## Question

A crystal of aluminium nitride in the cubic zincblende structure is relaxed with five density functionals. Each run starts from the same supplied cell, and symmetry leaves the volume as the only thing that can change. The column "volume change" compares the relaxed cell with the supplied one.

Plane-wave PAW DFT calculations with VASP 6.6.1 for zincblende AlN (2-atom primitive cell), with cell and atoms relaxed to a force threshold of 0.005 eV/Å, without spin polarisation or dispersion correction. Cutoff 600 eV, 10 × 10 × 10 k-mesh, Gaussian smearing 0.02 eV. Volume changes are relative to the supplied cell; a is the primitive-cell edge.

| functional | potentials | volume change (%) | relaxed length a (Å) |
| --- | --- | --- | --- |
| LDA | VASP-PAW-LDA-potentials,-recommended | -1.500 | 3.073 |
| PBE | VASP-PAW-PBE-potentials,-recommended | 2.240 | 3.111 |
| PBEsol | VASP-PAW-PBE-potentials,-recommended | 0.590 | 3.095 |
| RPBE | VASP-PAW-PBE-potentials,-recommended | 3.960 | 3.129 |
| r2SCAN | VASP-PAW-PBE-potentials,-recommended | 0.000 | 3.089 |

(a) Put the functionals in order of volume and explain the order of LDA and the three gradient-corrected functionals PBEsol, PBE and RPBE.

(b) PBE and RPBE are close relatives. What does the difference between them reveal about the cause?

(c) r2SCAN shows a volume change of exactly zero. Has it reproduced the crystal perfectly? Estimate how far its cell would still have moved, given that a pressure of 0.074 GPa towards contraction was left at the end. As a guide to the stiffness, the PBE cell grew from 20.83 to 21.30 Å³ while its energy fell by 6.38 meV.

## Model answer

### (a) A gradient correction acts like a pressure from inside

From small to large volume the order is LDA, r2SCAN, PBEsol, PBE, RPBE. LDA contracts the supplied cell by 1.5%, and PBE expands it by 2.24%. The length in the table is the edge of the primitive cell, and the familiar cubic edge is √2 times longer, which gives 4.40 Å for PBE.

LDA treats each small region of the crystal as if it were part of a uniform electron gas with the local density. A gradient-corrected functional also asks how steeply the density varies there. The measure is the reduced gradient s, which is large where the density is thin and changes quickly. The exchange energy is then multiplied by an enhancement factor that starts at one and grows with s, so the energy of steep regions is lowered further.

Now stretch the crystal. The density between the atoms becomes thinner, s rises there, and the extra exchange energy grows. Compression does the opposite: it fills the space between the atoms, smooths the density and takes part of the gain away. The gradient correction thus lowers the energy of a large cell more than that of a small one. Such an energy slope is an outward pressure, and the crystal expands until its own stiffness balances it. The gradient correction to correlation works partly against this, but in ordinary solids exchange prevails.

This argument comes from theory; the runs print no density that would show where in the cell s changes most. It gives the order of the four functionals. LDA has no gradient term and ends with the smallest cell. PBEsol has a weakened one, designed for the slowly varying densities of solids, and lies between LDA and PBE. In PBE the term is stronger, and in RPBE it rises faster still.

### (b) PBE and RPBE as a controlled comparison

RPBE expands the cell by 3.96%, which is 1.72 percentage points more than PBE. The two functionals have the same correlation part, and these runs also use the same atomic datasets. Even their enhancement factors agree at both ends, for very small s and for very large s. They differ only in how quickly the factor climbs in between.

The whole step from PBE to RPBE must therefore come from that climb. Over the moderate gradients found between bonded atoms, the RPBE curve is the steeper one. When the crystal is stretched and s rises, RPBE gains more energy than PBE, so it pushes harder. What counts for the volume is how much the extra exchange energy changes as the atoms move apart; a bonus of the same energy at every volume would move nothing.

### (c) What the zero of r2SCAN means

The r2SCAN run stopped at its first step because the supplied cell already met the stopping criterion. Its cell never moved, so the zero means "close to the supplied cell" and not "exactly equal to it". A small pressure of 0.074 GPa was left, with the sign that favours contraction. To turn it into a volume we need the stiffness of the crystal, and the PBE run contains it.

Near its minimum the energy of a crystal is a parabola in the volume:

E − E₀ = B (V − V₀)² / (2V₀)

Here V₀ is the relaxed volume, E₀ the energy at that volume, and B the bulk modulus, the resistance to a uniform change of volume. Solving for B gives

B = 2V₀ (E − E₀) / (V − V₀)²

In the PBE run the cell grows from 20.83 to 21.30 Å³, a change of 0.466 Å³ before rounding, and the energy falls by 6.38 meV. Hence

B = 2 × 21.30 Å³ × 0.00638 eV / (0.466 Å³)² ≈ 1.25 eV/Å³ ≈ 200 GPa

The volume change still missing in r2SCAN is the leftover pressure divided by this stiffness:

0.074 GPa / 200 GPa ≈ 0.0004, or about 0.04%

That is some sixteen times smaller than the distance to PBEsol, the nearest row. The zero is not exact, but the unfinished relaxation is far too small to change the place of r2SCAN between LDA and PBEsol.

The same stiffness shows how strong the internal push is. Held at the supplied cell, PBE would press outward with about 200 GPa × 0.466/21.30 ≈ 4.4 GPa. That is a considerable pressure for an engineer, yet it corresponds to only a few meV per formula unit. A slight tilt of the energy curve is enough to shift its minimum visibly.

## Remarks on the reasoning

**How good is the estimate?** No constant was adjusted. The RPBE run, treated in the same way, gives 197 GPa, close to the PBE value. Both are probably several percent too high, because a real crystal resists compression more strongly than a parabola allows, and the supplied cell lies on the compressed side of both minima. The excess should be larger for RPBE, which starts further from its minimum, while its larger cell is expected to be softer, so the close agreement is partly a cancellation and not an independent check. For r2SCAN the stiffness is borrowed from another functional, which is good enough for a correction this small. A finite plane-wave cutoff also adds a spurious stress towards contraction, so part of the leftover pressure may come from the basis; no run at another cutoff tests this. The parabola converts pressure into volume, but it cannot predict which functional pushes harder; that part rests on the argument about gradients. The printed output below lists the steps between the rows and the leftover pressures.

**A tempting shortcut.** PBEsol covers 0.56 of the way from LDA to PBE, and its exchange coefficient for small gradients is also a little over half that of PBE. A student may conclude that this coefficient fixes the volume. The RPBE row refutes the rule: it has the same coefficient as PBE and still gives a clearly larger cell. PBEsol also has a different gradient correction for correlation, so the agreement should not be read as a law.

**Zero is not a mark for accuracy.** The changes are measured from the supplied cell, not from an experiment. The label of that cell, mp1700, points to the Materials Project, a database of calculated crystals in which r2SCAN is one of the functionals used. The close match is therefore probably inherited from the origin of the cell, although the outputs do not name the functional behind it. A fair comparison with a measured lattice constant would also need the zero-point motion and thermal expansion of the atoms, which these runs leave out.

**What remains open.** r2SCAN uses the kinetic-energy density of the electrons as well as the gradient, and so can tell a covalent bond from a metallic region or a weak overlap. Its cell is smaller than that of all three gradient-corrected functionals here, but one row cannot show which ingredient is responsible. The step from LDA to the others is also a less clean comparison than the one from PBE to RPBE. LDA was run with atomic datasets made for LDA, and all other rows with datasets made for PBE, which do not fully match PBEsol, RPBE and r2SCAN. Part of the differences could come from the datasets, and the table offers no test of how much.

**A neighbouring case.** Suppose the same functionals were applied to rock salt, NaCl. The volume shift is the internal pressure divided by the stiffness, and NaCl is many times softer than AlN. Its internal pressure is expected to be lower too, with less density between the ions, but the softness should win: LDA and PBE are known to differ more in the lattice constants of such soft salts than in those of stiff, covalently bonded crystals. The order LDA, PBEsol, PBE, RPBE should stay the same, because the gradient argument uses no special property of AlN.

**For use in practice.** Between LDA and RPBE the cubic edge of AlN differs by 0.08 Å, nearly 2% of its length. In a thin film, a strain of that size would be a serious matter. If the lattice of the film is taken from one functional and that of the substrate from another, part of the computed mismatch is produced by the change of functional. Both should be relaxed with the same one. Much of the shift then cancels if the two crystals are similar in bonding and stiffness.

Output of the analysis:

```
Volume and length against the supplied cell:
     row  volume change in %  length change in %  cubic edge in angstrom
     LDA                -1.5             -0.5025                   4.346
     PBE                2.24              0.7412                     4.4
  PBEsol                0.59              0.1963                   4.377
    RPBE                3.96               1.303                   4.425
  r2SCAN                   0                   0                   4.369
Volume step from LDA to PBE, percentage points: 3.74
Volume step from LDA to PBEsol, percentage points: 2.09
PBEsol step as a fraction of the PBE step, both from LDA: 0.5588
Volume step from PBEsol to PBE, percentage points: 1.65
Volume step from PBE to RPBE, percentage points: 1.72
Volume step from LDA to r2SCAN, percentage points: 1.5
Volume step from r2SCAN to PBEsol, percentage points: 0.59
Full spread of volume, percentage points: 5.46
Full spread of cubic edge, angstrom: 0.0792
Energy gained by relaxing the cell in PBE, meV per AlN: 6.38
Energy gained by relaxing the cell in RPBE, meV per AlN: 19.34
Bulk modulus estimated from the PBE run, GPa: 199.9
Bulk modulus estimated from the RPBE run, GPa: 197.2
Volume change still missing at the end of each run:
     row  leftover pressure in GPa  missing volume change in %
     LDA                  -0.01145                   -0.005727
     PBE                 -0.003215                   -0.001608
  PBEsol                  0.006964                    0.003483
    RPBE                  -0.02148                    -0.01074
  r2SCAN                  -0.07393                    -0.03697
Step from r2SCAN to PBEsol over the missing r2SCAN change: 15.96
```
